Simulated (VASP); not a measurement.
Input of a VASP 6.6.1 run:

Contents of INCAR:

```
METAGGA = SCAN
ISMEAR = 0
SIGMA = 0.03
LWAVE = False
LCHARG = False
NBANDS = 20
PREC = Accurate
LASPH = True
LREAL = False
ALGO = Normal
EDIFF = 1E-6
NELM = 120
GGA_COMPAT = False
ENCUT = 300
EFERMI = MIDGAP
LMIXTAU = True
```

The input KPOINTS:

```
Automatic mesh
0
Gamma
  5 5 5
  0 0 0
```

Contents of KPOINTS_OPT:

```
path GXWKGLUWLK,UX
12
line-mode
reciprocal
 0.0000000000  0.0000000000  0.0000000000  G
 0.5000000000  0.0000000000  0.5000000000  X

 0.5000000000  0.0000000000  0.5000000000  X
 0.5000000000  0.2500000000  0.7500000000  W

 0.5000000000  0.2500000000  0.7500000000  W
 0.3750000000  0.3750000000  0.7500000000  K

 0.3750000000  0.3750000000  0.7500000000  K
 0.0000000000  0.0000000000  0.0000000000  G

 0.0000000000  0.0000000000  0.0000000000  G
 0.5000000000  0.5000000000  0.5000000000  L

 0.5000000000  0.5000000000  0.5000000000  L
 0.6250000000  0.2500000000  0.6250000000  U

 0.6250000000  0.2500000000  0.6250000000  U
 0.5000000000  0.2500000000  0.7500000000  W

 0.5000000000  0.2500000000  0.7500000000  W
 0.5000000000  0.5000000000  0.5000000000  L

 0.5000000000  0.5000000000  0.5000000000  L
 0.3750000000  0.3750000000  0.7500000000  K

 0.6250000000  0.2500000000  0.6250000000  U
 0.5000000000  0.0000000000  0.5000000000  X
```

The input POSCAR:

```
KI
1.0
    0.0000000000      3.5327750000      3.5327750000
    3.5327750000      0.0000000000      3.5327750000
    3.5327750000      3.5327750000      0.0000000000
I K
1 1
Direct
    0.5000000000      0.5000000000      0.5000000000
    0.0000000000      0.0000000000      0.0000000000
```

Potentials or basis: VASP PAW PBE potentials, release 64 (I, K_sv).

Run with:

```console
$ cat potpaw_PBE.64/I/POTCAR potpaw_PBE.64/K_sv/POTCAR > POTCAR
$ mpirun -np 1 vasp_std > vasp.out
```

**Question.** Predict the band gap along the path.

**Answer.** 4.55 eV.

**Question.** Estimate the band gap on the k mesh.

**Answer.** 4.55 eV.

**Question.** What does it give for the pressure?

**Answer.** -0.2 GPa.

Levels at the corners of the path, in eV from the valence-band top:
| point | band 4 | band 5 | band 6 | band 7 | band 8 | band 9 | band 10 | band 11 | band 12 | band 13 |
| --- | --- | --- | --- | --- | --- | --- | --- | --- | --- | --- |
| Γ | -12.39 | -10.87 | 0.00 | 0.00 | 0.00 | 4.55 | 7.04 | 7.04 | 7.04 | 7.93 |
| X | -12.41 | -10.72 | -1.02 | -0.38 | -0.38 | 5.35 | 6.47 | 8.88 | 9.36 | 9.58 |
| X | -12.41 | -10.72 | -1.02 | -0.38 | -0.38 | 5.35 | 6.47 | 8.88 | 9.36 | 9.58 |
| W | -12.42 | -10.66 | -0.74 | -0.74 | -0.60 | 6.94 | 6.94 | 7.37 | 8.97 | 9.60 |
| W | -12.42 | -10.66 | -0.74 | -0.74 | -0.60 | 6.94 | 6.94 | 7.37 | 8.97 | 9.60 |
| K | -12.40 | -10.66 | -0.88 | -0.76 | -0.39 | 6.06 | 7.34 | 8.14 | 9.09 | 9.29 |
| K | -12.40 | -10.66 | -0.88 | -0.76 | -0.39 | 6.06 | 7.34 | 8.14 | 9.09 | 9.29 |
| Γ | -12.39 | -10.87 | 0.00 | 0.00 | 0.00 | 4.55 | 7.04 | 7.04 | 7.04 | 7.93 |
| Γ | -12.39 | -10.87 | 0.00 | 0.00 | 0.00 | 4.55 | 7.04 | 7.04 | 7.04 | 7.93 |
| L | -12.39 | -10.58 | -1.33 | -0.34 | -0.34 | 5.98 | 8.28 | 8.77 | 8.77 | 9.42 |
| L | -12.39 | -10.58 | -1.33 | -0.34 | -0.34 | 5.98 | 8.28 | 8.77 | 8.77 | 9.42 |
| U | -12.40 | -10.66 | -0.88 | -0.76 | -0.39 | 6.06 | 7.34 | 8.14 | 9.09 | 9.29 |
| U | -12.40 | -10.66 | -0.88 | -0.76 | -0.39 | 6.06 | 7.34 | 8.14 | 9.09 | 9.29 |
| W | -12.42 | -10.66 | -0.74 | -0.74 | -0.60 | 6.94 | 6.94 | 7.37 | 8.97 | 9.60 |
| W | -12.42 | -10.66 | -0.74 | -0.74 | -0.60 | 6.94 | 6.94 | 7.37 | 8.97 | 9.60 |
| L | -12.39 | -10.58 | -1.33 | -0.34 | -0.34 | 5.98 | 8.28 | 8.77 | 8.77 | 9.42 |
| L | -12.39 | -10.58 | -1.33 | -0.34 | -0.34 | 5.98 | 8.28 | 8.77 | 8.77 | 9.42 |
| K | -12.40 | -10.66 | -0.88 | -0.76 | -0.39 | 6.06 | 7.34 | 8.14 | 9.09 | 9.29 |
| U | -12.40 | -10.66 | -0.88 | -0.76 | -0.39 | 6.06 | 7.34 | 8.14 | 9.09 | 9.29 |
| X | -12.41 | -10.72 | -1.02 | -0.38 | -0.38 | 5.35 | 6.47 | 8.88 | 9.36 | 9.58 |

Caveat: the cutoff is under 1.25 times the usual one of these potentials, so pressure, stress and relaxed cells hold a basis-set (Pulay) error; the PAW data sets were made with another functional, which shifts forces and pressure a little; spin-orbit coupling is left out, which moves the levels of the heavy elements.

**The experiment to reproduce.**

From a printed reference work, monograph, for a bulk crystal of KI: band gap 6.32 eV.

Measured gap of KI: 6.32 eV (a printed reference work, monograph). This calculation gives 4.55 eV (-1.77 eV). Spin-orbit coupling on I is left out. The value is that of SCAN, without temperature or zero-point motion.
